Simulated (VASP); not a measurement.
# Mo (Im-3m) in VASP: further runs

One crystal, Mo, is run at these levels: LDA; tasks: single point.

Program: VASP 6.6.1. These are calculated values, not measurements. Logs are shortened: lines on timing, memory, paths and dates and some standing lists are left out, and cuts for length are marked.

## Step 1: The undisturbed crystal

It takes space group Im-3m (No. 229, cubic). The conventional cell has a = 3.168 Å, b = 3.168 Å, c = 3.168 Å, α = 90.00°, β = 90.00°, γ = 90.00°. Around Mo (site symmetry m-3m) lie 8 Mo at 2.74 Å.

## Step 2: Single point, LDA (grid = ENCUT=280 dk=0.35 cell=2x2x2 ISMEAR=1 SIGMA=0.1 LREAL=Auto EDIFF=1e-06)

INCAR reads:

```
  PREC = Accurate
  ENCUT = 280
  EDIFF = 1E-6
  ISMEAR = 1
  SIGMA = 0.1
  LREAL = Auto
  LASPH = True
  NELM = 120
  ALGO = Fast
  ISIF = 2
  LWAVE = False
  LCHARG = False
  NBANDS = 64
```

KPOINTS reads:

```
Automatic mesh
0
Gamma
  5 5 5
```

POSCAR reads:

```
Mo
1.0
   -3.1676179438      3.1676179438      3.1676179438
    3.1676179438     -3.1676179438      3.1676179438
    3.1676179438      3.1676179438     -3.1676179438
Mo
8
Direct
    0.0000000000      0.0000000000      0.0000000000
    0.0000000000      0.0000000000      0.5000000000
    0.0000000000      0.5000000000      0.0000000000
    0.0000000000      0.5000000000      0.5000000000
    0.5000000000      0.0000000000      0.0000000000
    0.5000000000      0.0000000000      0.5000000000
    0.5000000000      0.5000000000      0.0000000000
    0.5000000000      0.5000000000      0.5000000000
```

Potentials or basis: VASP PAW LDA potentials, release 64 (Mo_sv).

On the command line:

```sh
> cat potpaw_LDA.64/Mo_sv/POTCAR > POTCAR
> mpirun -np 1 vasp_std > vasp.out
```

OUTCAR:

```text
PREC = Accurate
   ENCUT = 280
   EDIFF = 1E-6
   ISMEAR = 1
   LREAL = Auto
   LASPH = True
   NELM = 120
   ISIF = 2

 Found     10 irreducible k-points:

 Following reciprocal coordinates:
            Coordinates               Weight
  0.000000  0.000000  0.000000      1.000000
  0.200000  0.000000  0.000000     12.000000
  0.400000  0.000000  0.000000     12.000000
  0.200000  0.200000  0.000000     24.000000
  0.400000  0.200000  0.000000     24.000000
  0.200000  0.200000  0.200000      8.000000
   k-points           NKPTS =     10   k-points in BZ     NKDIM =     10   number of bands    NBANDS=     64
   number of dos      NEDOS =    301   number of ions     NIONS =      8
   total plane-waves  NPLWV =  27000
   dimension x,y,z NGX =    30 NGY =   30 NGZ =   30
   dimension x,y,z NGXF=    60 NGYF=   60 NGZF=   60
   ions per type =               8
   NGX,Y,Z   is equivalent  to a cutoff of   9.09,  9.09,  9.09 a.u.
   NGXF,Y,Z  is equivalent  to a cutoff of  18.18, 18.18, 18.18 a.u.
 SYSTEM =  unknown system
   PREC   = accura    normal or accurate (medium, high low for compatibility)
   ISTART =      0    job   : 0-new  1-cont  2-samecut
   ICHARG =      2    charge: 1-file 2-atom 10-const
   ISPIN  =      1    spin polarized calculation?
   LNONCOLLINEAR =      F non collinear calculations
   LSORBIT =      F    spin-orbit coupling
   LASPH  =      T    aspherical Exc in radial PAW
   ENCUT  =  280.0 eV  20.58 Ry    4.54 a.u.   7.49  7.49  7.49*2*pi/ulx,y,z
   NELM   =    120;   NELMIN=  2; NELMDL= -5     # of ELM steps
   EDIFF  = 0.1E-05   stopping-criterion for ELM
   LREAL  =      T    real-space projection
   EDIFFG = 0.1E-04   stopping-criterion for IOM
   NSW    =      0    number of steps for IOM
   IBRION =     -1    ionic relax: 0-MD 1-quasi-New 2-CG
   NFREE  =      0    steps in history (QN), initial steepest desc. (CG)
   ISIF   =      2    stress and relaxation
   ISYM   =      2    0-nonsym 1-usesym 2-fastsym
   POTIM  = 0.5000    time-step for ionic-motion
   TEBEG  =    0.0;   TEEND  =   0.0 temperature during run
   PSTRESS=    0.0 pullay stress
   NELECT =     112.0000    total number of electrons
   NUPDOWN=      -1.0000    fix difference up-down
   EMIN   =  10.00;   EMAX   =-10.00  energy-range for DOS
   EFERMI =   0.00;   METHOD = LEGACY
   ISMEAR =     1;   SIGMA  =   0.10  broadening in eV -4-tet -1-fermi 0-gaus
   EFERMI_NEDOS =   21; number of points for ismear=-14 and -15
   IALGO  =     68    algorithm
   IMIX   =      4    mixing-type and parameters
     AMIX     =   0.40;   BMIX     =  1.00
     AMIX_MAG =   1.60;   BMIX_MAG =  1.00
  volume/ion in A,a.u.               =      15.89       107.24
  Fermi-wavevector in a.u.,A,eV,Ry     =   1.569380  2.965698 33.510508  2.462953
  Thomas-Fermi vector in A             =   2.671271
   LORBIT       =      0    0 simple, 1 ext, 2 COOP (PROOUT), +10 PAW based schemes
   GGA     = CA    functional components
   LHFCALC =     F    Hartree Fock is set to
   AEXX    =    0.0000 exact exchange contribution
   IVDW    =     0    specifies the selected vdW correction
   LEPSILON=     F    determine dielectric tensor
   LRPA    =     F    only Hartree local field effects (RPA)
 non-spin polarized calculation
 RMM-DIIS sequential band-by-band and
 Methfessel and Paxton  Order N= 1 SIGMA  =   0.10
  energy-cutoff  :      280.00
  volume of cell :      127.13
 maximum number of plane-waves:      1409
 NGX is ok and might be reduce to    30
   NGX = 15   NGY = 15   NGZ = 15

 number of electron     112.0000033 magnetization

 Free energy of the ion-electron system (eV)
  ---------------------------------------------------
  ext. energy  EPLUGINS =         0.00000000
  ---------------------------------------------------
  free energy    TOTEN  =       -96.70385728 eV

  energy without entropy =      -96.70526569  energy(sigma->0) =      -96.70432675

 E-fermi :  12.3376     XC(G=0): -13.5094

 val. band max:       12.3166147555   @ k =  -0.4000   0.4000   0.4000
 cond. band min:      12.3430856937   @ k =  -0.4000   0.4000   0.4000
 fundamental gap:      0.0264709382
 Fermi energy:        12.3375805631

 k-point     1 :       0.0000    0.0000    0.0000
  band No.  band energies     occupation
      1     -48.6668      2.00000
      2     -48.4118      2.00000
      3     -48.4118      2.00000
      4     -48.4118      2.00000
      5     -48.4118      2.00000
      6     -48.4118      2.00000
[... 56 lines left out ...]
     63      13.8546     -0.00000
     64      13.8610     -0.00000

 k-point     2 :       0.2000    0.0000    0.0000
  band No.  band energies     occupation
      1     -48.6425      2.00000
      2     -48.4362      2.00000
      3     -48.4113      2.00000
      4     -48.4113      2.00000
      5     -48.4113      2.00000
      6     -48.4113      2.00000
[... 56 lines left out ...]
     63      13.8341     -0.00000
     64      13.8975     -0.00000

 k-point     3 :       0.4000    0.0000    0.0000
  band No.  band energies     occupation
      1     -48.5793      2.00000
      2     -48.5006      2.00000
      3     -48.4114      2.00000
      4     -48.4114      2.00000
      5     -48.4114      2.00000
      6     -48.4114      2.00000
[... 56 lines left out ...]
     63      13.5383     -0.00000
     64      13.5403     -0.00000

 k-point     4 :       0.2000    0.2000    0.0000
  band No.  band energies     occupation
      1     -48.5990      2.00000
      2     -48.4563      2.00000
      3     -48.4563      2.00000
      4     -48.4251      2.00000
      5     -48.3910      2.00000
      6     -48.3805      2.00000
[... 56 lines left out ...]
     63      13.7345     -0.00000
     64      13.9735     -0.00000

 k-point     5 :       0.4000    0.2000    0.0000
  band No.  band energies     occupation
      1     -48.5279      2.00000
      2     -48.5279      2.00000
      3     -48.4640      2.00000
      4     -48.4304      2.00000
      5     -48.3833      2.00000
      6     -48.3755      2.00000
[... 56 lines left out ...]
     63      13.7680     -0.00000
     64      13.7905     -0.00000

 k-point     6 :       0.2000    0.2000    0.2000
  band No.  band energies     occupation
      1     -48.5457      2.00000
      2     -48.4796      2.00000
      3     -48.4796      2.00000
      4     -48.4796      2.00000
      5     -48.3568      2.00000
      6     -48.3568      2.00000
[... 56 lines left out ...]
     63      13.8060     -0.00000
     64      14.1042     -0.00000

 [... further k-points ...]

------------------------ aborting loop because EDIFF is reached ----------------------------------------

  FORCE on cell =-STRESS in cart. coord.  units (eV):
  Direction    XX          YY          ZZ          XY          YZ          ZX
  --------------------------------------------------------------------------------------
  -------------------------------------------------------------------------------------
  Total      -11.2141411    -11.2141411    -11.2141411      0.0000000      0.0000000     -0.0000000
  in kB     -141.3247489   -141.3247489   -141.3247489      0.0000000      0.0000000     -0.0000000
  external PRESSURE =    -141.3247489 kB  Pullay stress =       0.0000000 kB

 VOLUME and BASIS-vectors are now :
 -----------------------------------------------------------------------------
  energy-cutoff  :      280.00
  volume of cell :      127.13
      direct lattice vectors                 reciprocal lattice vectors
    -3.167617944  3.167617944  3.167617944     0.000000000  0.157847319  0.157847319
     3.167617944 -3.167617944  3.167617944     0.157847319  0.000000000  0.157847319
     3.167617944  3.167617944 -3.167617944     0.157847319  0.157847319  0.000000000

 POSITION                                       TOTAL-FORCE (eV/Angst)
 -----------------------------------------------------------------------------------
      0.00000      0.00000      0.00000         0.000000     -0.000000     -0.000000
      1.58381      1.58381     -1.58381        -0.000000      0.000000      0.000000
      1.58381     -1.58381      1.58381         0.000000      0.000000      0.000000
      3.16762      0.00000      0.00000         0.000000     -0.000000      0.000000
     -1.58381      1.58381      1.58381        -0.000000      0.000000      0.000000
      0.00000      3.16762      0.00000        -0.000000      0.000000     -0.000000
      0.00000      0.00000      3.16762        -0.000000      0.000000     -0.000000
      1.58381      1.58381      1.58381         0.000000     -0.000000     -0.000000
 -----------------------------------------------------------------------------------
    total drift:                                0.000000      0.000000      0.000000

  FREE ENERGIE OF THE ION-ELECTRON SYSTEM (eV)
  ---------------------------------------------------
  free  energy   TOTEN  =       -96.7038572794 eV

  energy  without entropy=      -96.7052656912  energy(sigma->0) =      -96.70432675
```

Run time: 2 min. Hardware: 1 thread of Intel Xeon Platinum 8175M at 2.50GHz (Skylake/Cascade Lake), shared host; peak memory 0.15 GiB.

These settings aren't checked as converged: the numbers below hold their error.

What came out:

```yaml
Free_energy: -96.7039 eV
Band_gap_on_the_k_mesh: none (metal or under the smearing width)
```

Caveat: the cutoff is under 1.25 times the usual one of these potentials, so pressure, stress and relaxed cells hold a basis-set (Pulay) error.

## Step 3: Single point, LDA (grid = ENCUT=400 dk=0.45 cell=2x2x2 ISMEAR=1 SIGMA=0.1 LREAL=Auto EDIFF=1e-06)

INCAR: that of step 2 with these lines changed.

```diff
@@ -1,3 +1,3 @@
   PREC = Accurate
-  ENCUT = 280
+  ENCUT = 400
   EDIFF = 1E-6
```

KPOINTS reads:

```
Automatic mesh
0
Gamma
  4 4 4
```

POSCAR is that of step 2.

Potentials or basis: VASP PAW LDA potentials, release 64 (Mo_sv).

On the command line:

```sh
> cat potpaw_LDA.64/Mo_sv/POTCAR > POTCAR
> mpirun -np 1 vasp_std > vasp.out
```

OUTCAR:

```text
PREC = Accurate
   ENCUT = 400
   EDIFF = 1E-6
   ISMEAR = 1
   LREAL = Auto
   LASPH = True
   NELM = 120
   ISIF = 2

 Found      8 irreducible k-points:

 Following reciprocal coordinates:
            Coordinates               Weight
  0.000000  0.000000  0.000000      1.000000
  0.250000  0.000000  0.000000     12.000000
  0.500000  0.000000  0.000000      6.000000
  0.250000  0.250000  0.000000     24.000000
  0.250000  0.250000  0.250000      2.000000
 -0.250000  0.250000  0.250000      6.000000
[... 485 lines left out ...]
  Total      -10.2835219    -10.2835219    -10.2835219     -0.0000000      0.0000000     -0.0000000
  in kB     -129.5967430   -129.5967430   -129.5967430     -0.0000000      0.0000000     -0.0000000
  external PRESSURE =    -129.5967430 kB  Pullay stress =       0.0000000 kB

 VOLUME and BASIS-vectors are now :
 -----------------------------------------------------------------------------
  energy-cutoff  :      400.00
  volume of cell :      127.13
      direct lattice vectors                 reciprocal lattice vectors
    -3.167617944  3.167617944  3.167617944     0.000000000  0.157847319  0.157847319
     3.167617944 -3.167617944  3.167617944     0.157847319  0.000000000  0.157847319
     3.167617944  3.167617944 -3.167617944     0.157847319  0.157847319  0.000000000

 POSITION                                       TOTAL-FORCE (eV/Angst)
 -----------------------------------------------------------------------------------
      0.00000      0.00000      0.00000        -0.000000     -0.000000      0.000000
      1.58381      1.58381     -1.58381         0.000000      0.000000     -0.000000
      1.58381     -1.58381      1.58381        -0.000000      0.000000     -0.000000
      3.16762      0.00000      0.00000         0.000000      0.000000      0.000000
     -1.58381      1.58381      1.58381         0.000000      0.000000      0.000000
      0.00000      3.16762      0.00000         0.000000     -0.000000     -0.000000
      0.00000      0.00000      3.16762        -0.000000     -0.000000     -0.000000
      1.58381      1.58381      1.58381         0.000000     -0.000000      0.000000
 -----------------------------------------------------------------------------------
    total drift:                                0.000000      0.000000      0.000000

  FREE ENERGIE OF THE ION-ELECTRON SYSTEM (eV)
  ---------------------------------------------------
  free  energy   TOTEN  =       -96.5974401945 eV

  energy  without entropy=      -96.5969484696  energy(sigma->0) =      -96.59727629
```

It took 2.2 min on 1 thread of Intel Xeon Platinum 8175M at 2.50GHz (Skylake/Cascade Lake), shared host; peak memory 0.18 GiB.

The run converged, but some of its settings lie outside the range that counts as converged, so its numbers aren't taken as properties of the crystal.

What came out:

```yaml
Free_energy: -96.5974 eV
Pressure: -13.0 GPa
Band_gap_on_the_k_mesh: none (metal or under the smearing width)
```

## Step 4: Single point, LDA (grid = ENCUT=340 dk=0.35 cell=2x2x2 ISMEAR=1 SIGMA=0.1 LREAL=Auto EDIFF=1e-06)

INCAR: that of step 3 with these lines changed.

```diff
@@ -1,3 +1,3 @@
   PREC = Accurate
-  ENCUT = 400
+  ENCUT = 340
   EDIFF = 1E-6
```

KPOINTS reads:

```
Automatic mesh
0
Gamma
  5 5 5
```

POSCAR is that of step 3.

On the command line:

```sh
> cat potpaw_LDA.64/Mo_sv/POTCAR > POTCAR
> mpirun -np 1 vasp_std > vasp.out
```

It took 2.4 min on 1 thread of Intel Xeon Platinum 8175M at 2.50GHz (Skylake/Cascade Lake), shared host; peak memory 0.18 GiB.

These settings aren't checked as converged: the numbers below hold their error.

What came out:

```
Free energy            : -96.6645 eV
Pressure               : -14.9 GPa
Band gap on the k mesh : none (metal or under the smearing width)
```

## Step 5: Single point, LDA (grid = ENCUT=400 dk=0.35 cell=2x2x2 ISMEAR=1 SIGMA=0.1 LREAL=Auto EDIFF=1e-06)

INCAR: that of step 4 with these lines changed.

```diff
@@ -1,3 +1,3 @@
   PREC = Accurate
-  ENCUT = 340
+  ENCUT = 400
   EDIFF = 1E-6
```

KPOINTS is that of step 4.

POSCAR is that of step 4.

Potentials or basis: VASP PAW LDA potentials, release 64 (Mo_sv).

On the command line:

```sh
> cat potpaw_LDA.64/Mo_sv/POTCAR > POTCAR
> mpirun -np 1 vasp_std > vasp.out
```

OUTCAR:

```text
PREC = Accurate
   ENCUT = 400
   EDIFF = 1E-6
   ISMEAR = 1
   LREAL = Auto
   LASPH = True
   NELM = 120
   ISIF = 2

 Found     10 irreducible k-points:

 Following reciprocal coordinates:
            Coordinates               Weight
  0.000000  0.000000  0.000000      1.000000
  0.200000  0.000000  0.000000     12.000000
  0.400000  0.000000  0.000000     12.000000
  0.200000  0.200000  0.000000     24.000000
  0.400000  0.200000  0.000000     24.000000
  0.200000  0.200000  0.200000      8.000000
[... 485 lines left out ...]
  Total      -11.2994266    -11.2994266    -11.2994266     -0.0000000     -0.0000000      0.0000000
  in kB     -142.3995492   -142.3995492   -142.3995492     -0.0000000     -0.0000000      0.0000000
  external PRESSURE =    -142.3995492 kB  Pullay stress =       0.0000000 kB

 VOLUME and BASIS-vectors are now :
 -----------------------------------------------------------------------------
  energy-cutoff  :      400.00
  volume of cell :      127.13
      direct lattice vectors                 reciprocal lattice vectors
    -3.167617944  3.167617944  3.167617944     0.000000000  0.157847319  0.157847319
     3.167617944 -3.167617944  3.167617944     0.157847319  0.000000000  0.157847319
     3.167617944  3.167617944 -3.167617944     0.157847319  0.157847319  0.000000000

 POSITION                                       TOTAL-FORCE (eV/Angst)
 -----------------------------------------------------------------------------------
      0.00000      0.00000      0.00000        -0.000000     -0.000000      0.000000
      1.58381      1.58381     -1.58381         0.000000     -0.000000      0.000000
      1.58381     -1.58381      1.58381        -0.000000     -0.000000      0.000000
      3.16762      0.00000      0.00000        -0.000000     -0.000000      0.000000
     -1.58381      1.58381      1.58381        -0.000000      0.000000     -0.000000
      0.00000      3.16762      0.00000         0.000000      0.000000     -0.000000
      0.00000      0.00000      3.16762        -0.000000      0.000000     -0.000000
      1.58381      1.58381      1.58381        -0.000000      0.000000     -0.000000
 -----------------------------------------------------------------------------------
    total drift:                                0.000000      0.000000      0.000000

  FREE ENERGIE OF THE ION-ELECTRON SYSTEM (eV)
  ---------------------------------------------------
  free  energy   TOTEN  =       -96.6600739422 eV

  energy  without entropy=      -96.6616355928  energy(sigma->0) =      -96.66059449
```

Run time: 2.6 min. Hardware: 1 thread of Intel Xeon Platinum 8175M at 2.50GHz (Skylake/Cascade Lake), shared host; peak memory 0.18 GiB.

The run converged, but some of its settings lie outside the range that counts as converged, so its numbers aren't taken as properties of the crystal.

Results:

```
Free energy            : -96.6601 eV
Pressure               : -14.2 GPa
Band gap on the k mesh : none (metal or under the smearing width)
```

## Step 6: Single point, LDA (grid = ENCUT=460 dk=0.35 cell=2x2x2 ISMEAR=1 SIGMA=0.1 LREAL=Auto EDIFF=1e-06)

INCAR: that of step 5 with these lines changed.

```diff
@@ -1,3 +1,3 @@
   PREC = Accurate
-  ENCUT = 400
+  ENCUT = 460
   EDIFF = 1E-6
```

KPOINTS is that of step 5.

POSCAR is that of step 5.

Potentials or basis: VASP PAW LDA potentials, release 64 (Mo_sv).

On the command line:

```sh
> cat potpaw_LDA.64/Mo_sv/POTCAR > POTCAR
> mpirun -np 1 vasp_std > vasp.out
```

Wall time 2.9 min (1 thread of Intel Xeon Platinum 8175M at 2.50GHz (Skylake/Cascade Lake), shared host); peak memory 0.2 GiB.

The run converged, but some of its settings lie outside the range that counts as converged, so its numbers aren't taken as properties of the crystal.

What came out:

- Free energy: -96.6719 eV
- Pressure: -13.8 GPa
- Band gap on the k mesh: none (metal or under the smearing width)
